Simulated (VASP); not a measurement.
Input:

```xyz
4
Lattice="1.8250 -3.1610 0.0000 1.8250 3.1610 0.0000 0.0000 0.0000 3.8700" Properties=species:S:1:pos:R:3 pbc="T T T"
Li     1.8250     1.0537     0.0000
Li     1.8250    -1.0537     0.0000
Li     0.0000     0.0000     1.9350
N      0.0000     0.0000     0.0000
```

Calculation: PBE GGA, VASP's PBE PAW potentials (set 64) (plane waves; VASP). Settings: 520 eV cut-off, 6×6×5 Γ-centred mesh, Gaussian smearing of 0.050 eV, potentials Li_sv N.

Question: What does the run give for the energy per atom (σ→0)?

Answer: 
```
Quantity                       Result
---------------------  --------------
energy per atom (σ→0)  -3.907 eV/atom
```

The compound is Li3N in the alpha structure. The cell was not relaxed at this level.
